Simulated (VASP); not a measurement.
# CdTe (F-43m) in VASP: notebook

Aim: see how the results for CdTe move with the level of theory and the settings. Levels: HSE06, PBE-based screened hybrid. Tasks: single point.

Everything below comes from runs of VASP 6.6.1. Logs are shortened: lines on timing, memory, paths and dates and some standing lists are left out, and cuts for length are marked.

**What was measured.**

From a printed reference work, data compilation, for a bulk crystal of CdTe at 0 K: band gap 1.607 eV.

How close the calculation comes is told below.

## 1. The cell of the first run

It takes space group F-43m (No. 216, cubic). The conventional cell has a = 6.560 Å, b = 6.560 Å, c = 6.560 Å, α = 90.00°, β = 90.00°, γ = 90.00°. Cd (site symmetry -43m) has 4 Te at 2.84 Å within 3.7 Å. Te (site symmetry -43m) has 4 Cd at 2.84 Å within 3.7 Å.

## 2. Single point, HSE06

POSCAR

```
CdTe
1.0
    0.0000000000      3.2799012430      3.2799012430
    3.2799012430      0.0000000000      3.2799012430
    3.2799012430      3.2799012430      0.0000000000
Cd Te
1 1
Direct
    0.0000000000      0.0000000000      0.0000000000
    0.2500000000      0.2500000000      0.2500000000
```

INCAR.step1

```
ALGO = Normal
EDIFF = 1E-5
ENCUT = 520
GGA = PE
ISIF = 2
ISMEAR = 0
LASPH = True
LCHARG = False
LREAL = False
LWAVE = True
NBANDS = 16
NELM = 100
PREC = Accurate
SIGMA = 0.01
```

INCAR.step2

```
ALGO = Normal
EDIFF = 1E-6
ENCUT = 520
GGA = PE
HFSCREEN = 0.2079
ISIF = 2
ISMEAR = 0
ISTART = 1
LASPH = True
LCHARG = False
LHFCALC = True
LREAL = False
LWAVE = False
NBANDS = 16
NELM = 100
PREC = Accurate
PRECFOCK = Normal
SIGMA = 0.01
```

KPOINTS

```
k-points
0
Gamma
  4 4 4
```

Potentials or basis: VASP PAW PBE potentials, release 64 (Cd, Te).

Run with:

```console
$ cat potpaw_PBE.64/Cd/POTCAR potpaw_PBE.64/Te/POTCAR > POTCAR
$ cp INCAR.step1 INCAR
$ mpirun -np 1 vasp_std > vasp.out
$ cp INCAR.step2 INCAR
$ mpirun -np 1 vasp_std > vasp.out
```

OUTCAR:

```text
EDIFF = 1E-6
   ENCUT = 520
   GGA = PE
   HFSCREEN = 0.2079
   ISIF = 2
   ISMEAR = 0
   ISTART = 1
   LASPH = True
   LHFCALC = True
   LREAL = False
   NELM = 100
   PREC = Accurate
   PRECFOCK = Normal

 ion  position               nearest neighbor table
   1  0.000  0.000  0.000-   2 2.84   2 2.84   2 2.84   2 2.84
   2  0.250  0.250  0.250-   1 2.84   1 2.84   1 2.84   1 2.84

  LATTYP: Found a face centered cubic cell.
 ALAT       =     6.5598024860

  Lattice vectors:

 A1 = (   0.0000000000,   3.2799012430,   3.2799012430)
 A2 = (   3.2799012430,   0.0000000000,   3.2799012430)
 A3 = (   3.2799012430,   3.2799012430,   0.0000000000)

Analysis of symmetry for initial positions (statically):
=====================================================================
 Subroutine PRICEL returns:
 Original cell was already a primitive cell.

 Routine SETGRP: Setting up the symmetry group for a
 face centered cubic supercell.

 Subroutine GETGRP returns: Found 24 space group operations
 (whereof 24 operations were pure point group operations)
 out of a pool of 48 trial point group operations.

The static configuration has the point symmetry T_d .

Analysis of symmetry for dynamics (positions and initial velocities):
=====================================================================
 Subroutine PRICEL returns:
 Original cell was already a primitive cell.

 Routine SETGRP: Setting up the symmetry group for a
 face centered cubic supercell.

 Subroutine GETGRP returns: Found 24 space group operations
 (whereof 24 operations were pure point group operations)
 out of a pool of 48 trial point group operations.

The dynamic configuration has the point symmetry T_d .

 Subroutine INISYM returns: Found 24 space group operations
 (whereof 24 operations are pure point group operations),
 and found     1 'primitive' translations

----------------------------------------------------------------------------------------

                                     Primitive cell

  volume of cell :      70.5687

  direct lattice vectors                    reciprocal lattice vectors
     0.000000000  3.279901243  3.279901243    -0.152443614  0.152443614  0.152443614
     3.279901243  0.000000000  3.279901243     0.152443614 -0.152443614  0.152443614
     3.279901243  3.279901243  0.000000000     0.152443614  0.152443614 -0.152443614

  length of vectors
     4.638480821  4.638480821  4.638480821     0.264040085  0.264040085  0.264040085

  position of ions in fractional coordinates (direct lattice)
     0.000000000  0.000000000  0.000000000
     0.250000000  0.250000000  0.250000000

  ion indices of the primitive-cell ions
   primitive index   ion index
                 1           1
                 2           2

----------------------------------------------------------------------------------------

 KPOINTS: k-points

Automatic generation of k-mesh.
 Grid dimensions read from file:
 generate k-points for:    4    4    4

 Generating k-lattice:

  Cartesian coordinates                     Fractional coordinates (reciprocal lattice)
    -0.038110904  0.038110904  0.038110904     0.250000000  0.000000000  0.000000000
     0.038110904 -0.038110904  0.038110904     0.000000000  0.250000000  0.000000000
     0.038110904  0.038110904 -0.038110904     0.000000000  0.000000000  0.250000000

  Length of vectors
     0.066010021  0.066010021  0.066010021

  Shift w.r.t. Gamma in fractional coordinates (k-lattice)
     0.000000000  0.000000000  0.000000000

 Subroutine IBZKPT returns following result:
 ===========================================

 Found      8 irreducible k-points:

 Following reciprocal coordinates:
            Coordinates               Weight
  0.000000  0.000000  0.000000      1.000000
  0.250000  0.000000  0.000000      8.000000
  0.500000  0.000000  0.000000      4.000000
  0.250000  0.250000  0.000000      6.000000
  0.500000  0.250000  0.000000     24.000000
 -0.250000  0.250000  0.000000     12.000000
  0.500000  0.500000  0.000000      3.000000
 -0.250000  0.500000  0.250000      6.000000
   k-points           NKPTS =      8   k-points in BZ     NKDIM =     64   number of bands    NBANDS=     16
   number of dos      NEDOS =    301   number of ions     NIONS =      2
   total plane-waves  NPLWV =  46656
   dimension x,y,z NGX =    36 NGY =   36 NGZ =   36
   dimension x,y,z NGXF=    72 NGYF=   72 NGZF=   72
   ions per type =               1   1
   NGX,Y,Z   is equivalent  to a cutoff of  12.90, 12.90, 12.90 a.u.
   NGXF,Y,Z  is equivalent  to a cutoff of  25.81, 25.81, 25.81 a.u.
 SYSTEM =  unknown system
   PREC   = accura    normal or accurate (medium, high low for compatibility)
   ISTART =      1    job   : 0-new  1-cont  2-samecut
   ICHARG =      0    charge: 1-file 2-atom 10-const
   ISPIN  =      1    spin polarized calculation?
   LNONCOLLINEAR =      F non collinear calculations
   LSORBIT =      F    spin-orbit coupling
   LASPH  =      T    aspherical Exc in radial PAW
   ENCUT  =  520.0 eV  38.22 Ry    6.18 a.u.   8.62  8.62  8.62*2*pi/ulx,y,z
   NELM   =    100;   NELMIN=  2; NELMDL=  0     # of ELM steps
   EDIFF  = 0.1E-05   stopping-criterion for ELM
   LREAL  =      F    real-space projection
   EDIFFG = 0.1E-04   stopping-criterion for IOM
   NSW    =      0    number of steps for IOM
   IBRION =     -1    ionic relax: 0-MD 1-quasi-New 2-CG
   NFREE  =      0    steps in history (QN), initial steepest desc. (CG)
   ISIF   =      2    stress and relaxation
   ISYM   =      3    0-nonsym 1-usesym 2-fastsym
   POTIM  = 0.5000    time-step for ionic-motion
   TEBEG  =    0.0;   TEEND  =   0.0 temperature during run
   PSTRESS=    0.0 pullay stress
   NELECT =      18.0000    total number of electrons
   NUPDOWN=      -1.0000    fix difference up-down
   EMIN   =  10.00;   EMAX   =-10.00  energy-range for DOS
   EFERMI =   0.00;   METHOD = LEGACY
   ISMEAR =     0;   SIGMA  =   0.01  broadening in eV -4-tet -1-fermi 0-gaus
   EFERMI_NEDOS =   21; number of points for ismear=-14 and -15
   IALGO  =     38    algorithm
   IMIX   =      1    mixing-type and parameters
     AMIX     =   0.40;   BMIX     =  1.00
     AMIX_MAG =   1.60;   BMIX_MAG =  1.00
  volume/ion in A,a.u.               =      35.28       238.11
  Fermi-wavevector in a.u.,A,eV,Ry     =   1.038233  1.961976 14.666102  1.077928
  Thomas-Fermi vector in A             =   2.172708
   LORBIT       =      0    0 simple, 1 ext, 2 COOP (PROOUT), +10 PAW based schemes
   GGA     = PE    functional components
   LHFCALC =     T    Hartree Fock is set to
   PRECFOCK=normal    Normal, Fast or Accurate (Low or Medium for compatibility)
   ENCUT4O =  -1.0   cutoff for four orbital integrals eV
   NKREDX  =     1    reduce k-point grid by
   NKREDY  =     1    reduce k-point grid by
   NKREDZ  =     1    reduce k-point grid by
   AEXX    =    0.2500 exact exchange contribution
   HFSCREEN=    0.2079 screening length (either q_TF or 0.3 A-1)
   HFSCREENC=   0.2079 screening length for correlation (either q_TF or 0.3 A-1)
   ENCUTFOCK=  -1.0 apply spherical cutoff to Coloumb kernel
   IVDW    =     0    specifies the selected vdW correction
   LEPSILON=     F    determine dielectric tensor
   LRPA    =     F    only Hartree local field effects (RPA)
 non-spin polarized calculation
 Gauss-broadening in eV      SIGMA  =   0.01
  energy-cutoff  :      520.00
  volume of cell :       70.57
 maximum number of plane-waves:      1924
 NGX is ok and might be reduce to    36
  NGX = 28; NGY = 28; NGZ = 28

 number of electron      18.0000006 magnetization

 Free energy of the ion-electron system (eV)
  ---------------------------------------------------
  ext. energy  EPLUGINS =         0.00000000
  ---------------------------------------------------
  free energy    TOTEN  =        -5.99419904 eV

  energy without entropy =       -5.99419904  energy(sigma->0) =       -5.99419904

 E-fermi :   1.5816     XC(G=0):  -7.0332

 val. band max:        1.5294362347   @ k =   0.0000   0.0000   0.0000
 cond. band min:       2.9736755957   @ k =   0.0000   0.0000   0.0000
 fundamental gap:      1.4442393610
 Fermi energy:         1.5815552610

 k-point     1 :       0.0000    0.0000    0.0000
  band No.  band energies     occupation
      1     -10.3854      2.00000
      2      -7.9643      2.00000
      3      -7.9643      2.00000
      4      -7.9643      2.00000
      5      -7.7272      2.00000
      6      -7.7272      2.00000
[... 8 lines left out ...]
     15      11.7951      0.00000
     16      11.7951      0.00000

 k-point     2 :       0.2500    0.0000    0.0000
  band No.  band energies     occupation
      1     -10.2020      2.00000
      2      -7.9328      2.00000
      3      -7.9328      2.00000
      4      -7.7347      2.00000
      5      -7.7276      2.00000
      6      -7.7276      2.00000
[... 8 lines left out ...]
     15      10.8709      0.00000
     16      10.8709      0.00000

 k-point     3 :       0.5000    0.0000    0.0000
  band No.  band energies     occupation
      1     -10.0351      2.00000
      2      -7.9077      2.00000
      3      -7.9077      2.00000
      4      -7.7205      2.00000
      5      -7.7205      2.00000
      6      -7.3077      2.00000
[... 8 lines left out ...]
     15      12.8429      0.00000
     16      12.8429      0.00000

 k-point     4 :       0.2500    0.2500    0.0000
  band No.  band energies     occupation
      1     -10.1443      2.00000
      2      -7.8969      2.00000
      3      -7.8969      2.00000
      4      -7.7902      2.00000
      5      -7.7143      2.00000
      6      -7.6582      2.00000
[... 8 lines left out ...]
     15      12.3609      0.00000
     16      13.1863      0.00000

 k-point     5 :       0.5000    0.2500    0.0000
  band No.  band energies     occupation
      1      -9.9854      2.00000
      2      -7.8766      2.00000
      3      -7.8636      2.00000
      4      -7.7602      2.00000
      5      -7.7140      2.00000
      6      -7.2354      2.00000
[... 8 lines left out ...]
     15      13.0417      0.00000
     16      13.5162      0.00000

 k-point     6 :      -0.2500    0.2500    0.0000
  band No.  band energies     occupation
      1     -10.0360      2.00000
      2      -7.8947      2.00000
      3      -7.8906      2.00000
      4      -7.7338      2.00000
      5      -7.7320      2.00000
      6      -7.3739      2.00000
[... 8 lines left out ...]
     15      12.0584      0.00000
     16      13.6242      0.00000

 k-point     7 :       0.5000    0.5000    0.0000
  band No.  band energies     occupation
      1      -9.9364      2.00000
      2      -7.8229      2.00000
      3      -7.8229      2.00000
      4      -7.8080      2.00000
      5      -7.7013      2.00000
      6      -7.1345      2.00000
[... 8 lines left out ...]
     15      13.3502      0.00000
     16      14.0411      0.00000

 k-point     8 :      -0.2500    0.5000    0.2500
  band No.  band energies     occupation
      1      -9.9386      2.00000
      2      -7.8583      2.00000
      3      -7.8467      2.00000
      4      -7.7540      2.00000
      5      -7.7255      2.00000
      6      -7.0653      2.00000
[... 8 lines left out ...]
     15      13.6360      0.00000
     16      13.7768      0.00000

------------------------ aborting loop because EDIFF is reached ----------------------------------------

  FORCE on cell =-STRESS in cart. coord.  units (eV):
  Direction    XX          YY          ZZ          XY          YZ          ZX
  --------------------------------------------------------------------------------------
  -------------------------------------------------------------------------------------
  Total        0.0927782      0.0927782      0.0927782     -0.0000000     -0.0000000     -0.0000000
  in kB        2.1064173      2.1064173      2.1064173     -0.0000000     -0.0000000     -0.0000000
  external PRESSURE =       2.1064173 kB  Pullay stress =       0.0000000 kB

 VOLUME and BASIS-vectors are now :
 -----------------------------------------------------------------------------
  energy-cutoff  :      520.00
  volume of cell :       70.57
      direct lattice vectors                 reciprocal lattice vectors
     0.000000000  3.279901243  3.279901243    -0.152443614  0.152443614  0.152443614
     3.279901243  0.000000000  3.279901243     0.152443614 -0.152443614  0.152443614
     3.279901243  3.279901243  0.000000000     0.152443614  0.152443614 -0.152443614

 POSITION                                       TOTAL-FORCE (eV/Angst)
 -----------------------------------------------------------------------------------
      0.00000      0.00000      0.00000        -0.000000     -0.000000     -0.000000
      1.63995      1.63995      1.63995         0.000000      0.000000      0.000000
 -----------------------------------------------------------------------------------
    total drift:                               -0.000002      0.000003     -0.000000

  FREE ENERGIE OF THE ION-ELECTRON SYSTEM (eV)
  ---------------------------------------------------
  free  energy   TOTEN  =        -5.9941990444 eV

  energy  without entropy=       -5.9941990444  energy(sigma->0) =       -5.99419904
```

It took 10 min on 1 thread of Intel Xeon 6975P-C, shared host; peak memory 0.32 GiB.

What came out:

| Item | Value |
| --- | --- |
| Free energy | -5.9942 eV |
| Pressure | 0.2 GPa |
| Band gap on the k mesh | 1.44 eV, direct |

Levels at points of the mesh, in eV from the valence-band top:
```
           k point  band 5  band 6  band 7  band 8  band 9  band 10  band 11  band 12  band 13  band 14
(0.00, 0.00, 0.00)   -9.26   -9.26    0.00    0.00    0.00     1.44     5.49     5.49     5.49     8.44
(0.50, 0.00, 0.00)   -9.25   -8.84   -4.52   -0.77   -0.77     2.58     6.06     6.06     7.94     9.60
(0.50, 0.50, 0.00)   -9.23   -8.66   -4.41   -1.87   -1.87     3.35     3.47     9.77    10.17    10.17
```

Caveat: the PAW data sets were made with another functional, which shifts forces and pressure a little; spin-orbit coupling is left out, which moves the levels of the heavy elements.

## 3. Single point, PBE-based screened hybrid

POSCAR is that of step 2.

INCAR.step1

```
ALGO = Normal
EDIFF = 1E-5
ENCUT = 520
GGA = PE
ISIF = 2
ISMEAR = 0
LASPH = True
LREAL = False
LWAVE = True
NBANDS = 16
NELM = 60
PREC = Accurate
SIGMA = 0.01
```

INCAR.step2

```
AEXX = 0.05
ALGO = Normal
EDIFF = 1E-6
ENCUT = 520
GGA = PE
HFSCREEN = 0.2078
ISIF = 2
ISMEAR = 0
ISTART = 1
LASPH = True
LCHARG = True
LELF = True
LHFCALC = True
LREAL = False
LVHAR = True
LWAVE = False
NBANDS = 16
NELM = 60
PREC = Accurate
PRECFOCK = Normal
SIGMA = 0.01
```

KPOINTS is that of step 2.

Potentials or basis: VASP PAW PBE potentials, release 64 (Cd, Te).

Run with:

```console
$ cat potpaw_PBE.64/Cd/POTCAR potpaw_PBE.64/Te/POTCAR > POTCAR
$ cp INCAR.step1 INCAR
$ mpirun -np 1 vasp_std > vasp.out
$ cp INCAR.step2 INCAR
$ mpirun -np 1 vasp_std > vasp.out
```

It took 6.2 min on 1 thread of Intel Xeon 6975P-C, shared host; peak memory 0.32 GiB.

Results (log left out):

* Free energy: -4.9719 eV
* Pressure: 1.1 GPa
* Band gap on the k mesh: 0.80 eV, direct

Levels at points of the mesh, in eV from the valence-band top:
| k point | band 5 | band 6 | band 7 | band 8 | band 9 | band 10 | band 11 | band 12 | band 13 | band 14 |
| --- | --- | --- | --- | --- | --- | --- | --- | --- | --- | --- |
| (0.00, 0.00, 0.00) | -8.23 | -8.23 | 0.00 | 0.00 | 0.00 | 0.80 | 4.78 | 4.78 | 4.78 | 7.61 |
| (0.50, 0.00, 0.00) | -8.22 | -7.88 | -4.29 | -0.74 | -0.74 | 1.92 | 5.35 | 5.35 | 7.22 | 8.73 |
| (0.50, 0.50, 0.00) | -8.20 | -7.74 | -4.21 | -1.77 | -1.77 | 2.80 | 2.82 | 8.87 | 9.18 | 9.18 |

Caveat: the PAW data sets were made with another functional, which shifts forces and pressure a little; spin-orbit coupling is left out, which moves the levels of the heavy elements.

## 4. Against experiment

Step 2. Measured gap of CdTe: 1.607 eV (0 K; a printed reference work, data compilation). This calculation gives 1.44 eV (-0.16 eV). Spin-orbit coupling on Cd, Te is left out. The value is that of HSE06, without temperature or zero-point motion.

Step 3. Against the measured gap of CdTe, 1.607 eV (0 K; a printed reference work, data compilation), the calculated 0.80 eV is off by -0.81 eV. Spin-orbit coupling on Cd, Te is left out. The value is that of PBE-based screened hybrid, without temperature or zero-point motion.
